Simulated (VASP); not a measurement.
# TaC (Fm-3m) in VASP: a series of runs, part 2 of 3

VASP 6.6.1. The steps go on from the part before.

### Step 5. Relaxation of cell and atoms, PBEsol

File INCAR:

```
PREC = Accurate ; ENCUT = 600
EDIFF = 1E-7 ; ISMEAR = 0
SIGMA = 0.1 ; LREAL = F
LASPH = T ; NELM = 100
ALGO = Normal ; ISIF = 3
LWAVE = F ; LCHARG = F
GGA = PS ; IBRION = 2
NSW = 90 ; EDIFFG = -0.005
```

File KPOINTS:

```
regular mesh
0
Gamma
  16 16 16
```

File POSCAR:

```
TaC
1.0
    0.0000000000      2.2338976900      2.2338976900
    2.2338976900      0.0000000000      2.2338976900
    2.2338976900      2.2338976900      0.0000000000
Ta C
1 1
Direct
    0.0000000000      0.0000000000      0.0000000000
    0.5000000000      0.5000000000      0.5000000000
```

Potentials or basis: VASP PAW PBE potentials, release 64 (Ta_pv, C).

On the command line:

```bash
> cat potpaw_PBE.64/Ta_pv/POTCAR potpaw_PBE.64/C/POTCAR > POTCAR
> mpirun -np 1 vasp_std > vasp.out
```

OUTCAR:

```text
PREC = Accurate
   ENCUT = 600
   EDIFF = 1E-7
   ISMEAR = 0
   LREAL = F
   LASPH = T
   NELM = 100
   ISIF = 3
   GGA = PS
   IBRION = 2
   NSW = 90
   EDIFFG = -0.005

 ion  position               nearest neighbor table
   1  0.000  0.000  0.000-   2 2.23   2 2.23   2 2.23   2 2.23   2 2.23   2 2.23
   2  0.500  0.500  0.500-   1 2.23   1 2.23   1 2.23   1 2.23   1 2.23   1 2.23

  LATTYP: Found a face centered cubic cell.
 ALAT       =     4.4677953800

  Lattice vectors:

 A1 = (   0.0000000000,   2.2338976900,   2.2338976900)
 A2 = (   2.2338976900,   0.0000000000,   2.2338976900)
 A3 = (   2.2338976900,   2.2338976900,   0.0000000000)

Analysis of symmetry for initial positions (statically):
=====================================================================
 Subroutine PRICEL returns:
 Original cell was already a primitive cell.

 Routine SETGRP: Setting up the symmetry group for a
 face centered cubic supercell.

 Subroutine GETGRP returns: Found 48 space group operations
 (whereof 48 operations were pure point group operations)
 out of a pool of 48 trial point group operations.

The static configuration has the point symmetry O_h .

Analysis of symmetry for dynamics (positions and initial velocities):
=====================================================================
 Subroutine PRICEL returns:
 Original cell was already a primitive cell.

 Routine SETGRP: Setting up the symmetry group for a
 face centered cubic supercell.

 Subroutine GETGRP returns: Found 48 space group operations
 (whereof 48 operations were pure point group operations)
 out of a pool of 48 trial point group operations.

The dynamic configuration has the point symmetry O_h .

 Subroutine INISYM returns: Found 48 space group operations
 (whereof 48 operations are pure point group operations),
 and found     1 'primitive' translations

----------------------------------------------------------------------------------------

                                     Primitive cell

  volume of cell :      22.2956

  direct lattice vectors                    reciprocal lattice vectors
     0.000000000  2.233897690  2.233897690    -0.223824037  0.223824037  0.223824037
     2.233897690  0.000000000  2.233897690     0.223824037 -0.223824037  0.223824037
     2.233897690  2.233897690  0.000000000     0.223824037  0.223824037 -0.223824037

  length of vectors
     3.159208410  3.159208410  3.159208410     0.387674605  0.387674605  0.387674605

  position of ions in fractional coordinates (direct lattice)
     0.000000000  0.000000000  0.000000000
     0.500000000  0.500000000  0.500000000

  ion indices of the primitive-cell ions
   primitive index   ion index
                 1           1
                 2           2

----------------------------------------------------------------------------------------

 KPOINTS: regular mesh

Automatic generation of k-mesh.
 Grid dimensions read from file:
 generate k-points for:   16   16   16

 Generating k-lattice:

[... 51 lines left out ...]
 SYSTEM =  unknown system
   PREC   = accura    normal or accurate (medium, high low for compatibility)
   ISTART =      0    job   : 0-new  1-cont  2-samecut
   ICHARG =      2    charge: 1-file 2-atom 10-const
   ISPIN  =      1    spin polarized calculation?
   LNONCOLLINEAR =      F non collinear calculations
   LSORBIT =      F    spin-orbit coupling
   LASPH  =      T    aspherical Exc in radial PAW
   ENCUT  =  600.0 eV  44.10 Ry    6.64 a.u.   6.31  6.31  6.31*2*pi/ulx,y,z
   NELM   =    100;   NELMIN=  2; NELMDL= -5     # of ELM steps
   EDIFF  = 0.1E-06   stopping-criterion for ELM
   LREAL  =      F    real-space projection
   EDIFFG = -.5E-02   stopping-criterion for IOM
   NSW    =     90    number of steps for IOM
   IBRION =      2    ionic relax: 0-MD 1-quasi-New 2-CG
   NFREE  =      1    steps in history (QN), initial steepest desc. (CG)
   ISIF   =      3    stress and relaxation
   ISYM   =      2    0-nonsym 1-usesym 2-fastsym
   POTIM  = 0.5000    time-step for ionic-motion
   TEBEG  =    0.0;   TEEND  =   0.0 temperature during run
   PSTRESS=    0.0 pullay stress
   NELECT =      15.0000    total number of electrons
   NUPDOWN=      -1.0000    fix difference up-down
   EMIN   =  10.00;   EMAX   =-10.00  energy-range for DOS
   EFERMI =   0.00;   METHOD = LEGACY
   ISMEAR =     0;   SIGMA  =   0.10  broadening in eV -4-tet -1-fermi 0-gaus
   EFERMI_NEDOS =   21; number of points for ismear=-14 and -15
   IALGO  =     38    algorithm
   IMIX   =      4    mixing-type and parameters
     AMIX     =   0.40;   BMIX     =  1.00
     AMIX_MAG =   1.60;   BMIX_MAG =  1.00
  volume/ion in A,a.u.               =      11.15        75.23
  Fermi-wavevector in a.u.,A,eV,Ry     =   1.434494  2.710800 27.997689  2.057772
  Thomas-Fermi vector in A             =   2.553896
   LORBIT       =      0    0 simple, 1 ext, 2 COOP (PROOUT), +10 PAW based schemes
   GGA     = PS    functional components
   LHFCALC =     F    Hartree Fock is set to
   AEXX    =    0.0000 exact exchange contribution
   IVDW    =     0    specifies the selected vdW correction
   LEPSILON=     F    determine dielectric tensor
   LRPA    =     F    only Hartree local field effects (RPA)
 conjugate gradient relaxation of ions
 non-spin polarized calculation
 Gauss-broadening in eV      SIGMA  =   0.10
  energy-cutoff  :      600.00
  volume of cell :       22.30
 maximum number of plane-waves:       757
 NGX is ok and might be reduce to    28
   NGX = 13   NGY = 13   NGZ = 13

--------------------------------------- Ionic step        1  -------------------------------------------

 number of electron      15.0000000 magnetization

 Free energy of the ion-electron system (eV)
  ---------------------------------------------------
  ext. energy  EPLUGINS =         0.00000000
  ---------------------------------------------------
  free energy    TOTEN  =       -23.52238600 eV

  energy without entropy =      -23.52072756  energy(sigma->0) =      -23.52155678

------------------------ aborting loop because EDIFF is reached ----------------------------------------

  FORCE on cell =-STRESS in cart. coord.  units (eV):
  Direction    XX          YY          ZZ          XY          YZ          ZX
  --------------------------------------------------------------------------------------
  -------------------------------------------------------------------------------------
  Total       -0.7764197     -0.7764197     -0.7764197      0.0000000      0.0000000      0.0000000
  in kB      -55.7939745    -55.7939745    -55.7939745      0.0000000      0.0000000      0.0000000
  external PRESSURE =     -55.7939745 kB  Pullay stress =       0.0000000 kB
[... 95 lines left out ...]
--------------------------------------- Ionic step        4  -------------------------------------------

 number of electron      14.9999999 magnetization

 Free energy of the ion-electron system (eV)
  ---------------------------------------------------
  ext. energy  EPLUGINS =         0.00000000
  ---------------------------------------------------
  free energy    TOTEN  =       -23.52894925 eV

  energy without entropy =      -23.52732018  energy(sigma->0) =      -23.52813471

 E-fermi :   8.2950     XC(G=0): -13.3698

 val. band max:        8.2686726313   @ k =   0.4375   0.1875   0.0625
 cond. band min:       8.3174621071   @ k =   0.1250   0.0625   0.0000
 fundamental gap:      0.0487894758
 Fermi energy:         8.2949631928

 k-point     1 :       0.0000    0.0000    0.0000
  band No.  band energies     occupation
      1     -26.6474      2.00000
      2     -26.6474      2.00000
      3     -26.6474      2.00000
      4      -6.5200      2.00000
      5       6.9500      2.00000
      6       6.9500      2.00000
      7       6.9500      2.00000
      8       7.8843      2.00000
      9       7.8843      2.00000
     10       7.8843      2.00000
     11       8.9720      0.00000
[... 309 lines left out ...]
 k-point    24 :      -0.0625    0.0625    0.0000
  band No.  band energies     occupation
      1     -26.7193      2.00000
      2     -26.6677      2.00000
      3     -26.6498      2.00000
      4      -6.2231      2.00000
      5       5.8605      2.00000
      6       6.0329      2.00000
      7       6.1899      2.00000
      8       7.1208      2.00000
      9       8.0506      1.99945
     10       8.6698      0.00000
     11       9.9742      0.00000

 [... further k-points ...]

------------------------ aborting loop because EDIFF is reached ----------------------------------------

  FORCE on cell =-STRESS in cart. coord.  units (eV):
  Direction    XX          YY          ZZ          XY          YZ          ZX
  --------------------------------------------------------------------------------------
  -------------------------------------------------------------------------------------
  Total        0.0042300      0.0042300      0.0042300      0.0000000      0.0000000      0.0000000
  in kB        0.3091407      0.3091407      0.3091407      0.0000000      0.0000000      0.0000000
  external PRESSURE =       0.3091407 kB  Pullay stress =       0.0000000 kB
[... 17 lines left out ...]
  FREE ENERGIE OF THE ION-ELECTRON SYSTEM (eV)
  ---------------------------------------------------
  free  energy   TOTEN  =       -23.5289492521 eV

  energy  without entropy=      -23.5273201752  energy(sigma->0) =      -23.52813471

 reached required accuracy - stopping structural energy minimisation
```

OSZICAR:

```text
N       E                     dE             d eps       ncg     rms          rms(c)
DAV:   1     0.852231595393E+02    0.85223E+02   -0.90614E+03  3190   0.149E+03
DAV:   2    -0.233537428666E+02   -0.10858E+03   -0.10468E+03  3668   0.339E+02
[... 31 lines left out ...]
   3 F= -.23528948E+02 E0= -.23528133E+02  d E =-.656221E-02
       N       E                     dE             d eps       ncg     rms          rms(c)
DAV:   1    -0.235289556441E+02   -0.73834E-05   -0.23121E-04  3235   0.220E-01    0.299E-02
DAV:   2    -0.235289504111E+02    0.52330E-05   -0.78400E-06  3271   0.370E-02    0.111E-02
DAV:   3    -0.235289492046E+02    0.12065E-05   -0.27599E-06  3400   0.193E-02    0.150E-03
DAV:   4    -0.235289492521E+02   -0.47509E-07   -0.14600E-07  2128   0.484E-03
   4 F= -.23528949E+02 E0= -.23528135E+02  d E =-.656325E-02
```

CONTCAR:

```text
TaC
   1.00000000000000
     0.0000000000000000    2.2213735077397248    2.2213735077397248
     2.2213735077397248    0.0000000000000000    2.2213735077397248
     2.2213735077397248    2.2213735077397248    0.0000000000000000
  Ta              C
     1     1
Direct
     0.0000000000000000    1.0000000000000000    0.0000000000000000
     0.5000000000000000    0.5000000000000000    0.5000000000000000

  0.00000000E+00  0.00000000E+00  0.00000000E+00
  0.00000000E+00  0.00000000E+00  0.00000000E+00
```

Wall time 76 s (1 thread of AMD EPYC 9R14 (Zen 4), shared host); peak memory 0.18 GiB.

Results:

```
Free energy                            : -23.5289 eV
Relaxed volume                         : 10.96 Å³/atom
Relaxed cell                           : a = 3.141 Å, b = 3.141 Å, c = 3.141 Å, α = 60.00°, β = 60.00°, γ = 60.00°
Space group after relaxing (to 0.05 Å) : Fm-3m (No. 225)
Energy gained by relaxing              : 3.3 meV/atom
Ionic steps                            : 4
Pressure after relaxing                : 0.0 GPa
Band gap on the k mesh                 : none (metal or under the smearing width)
```

Step by step:
| step | energy change (eV) | largest force (eV/Å) | pressure (GPa) | volume (Å³) |
| --- | --- | --- | --- | --- |
| 1 | 0.0000 | 0.0000 | -5.58 | 22.30 |
| 2 | 0.0322 | 0.0000 | 15.00 | 21.07 |
| 3 | -0.0066 | 0.0000 | -0.08 | 21.93 |
| 4 | -0.0066 | 0.0000 | 0.03 | 21.92 |

Final structure:
```yaml
crystal:
  lattice:
    - [0.00000, 2.22137, 2.22137]
    - [2.22137, 0.00000, 2.22137]
    - [2.22137, 2.22137, 0.00000]
  atoms:
    - { symbol: Ta, position: [0.00000, 0.00000, 0.00000] }
    - { symbol: C, position: [0.50000, 0.50000, 0.50000] }
```

Caveat: the PAW data sets were made with another functional, which shifts forces and pressure a little.

(Part 2 of 3 ends here.)
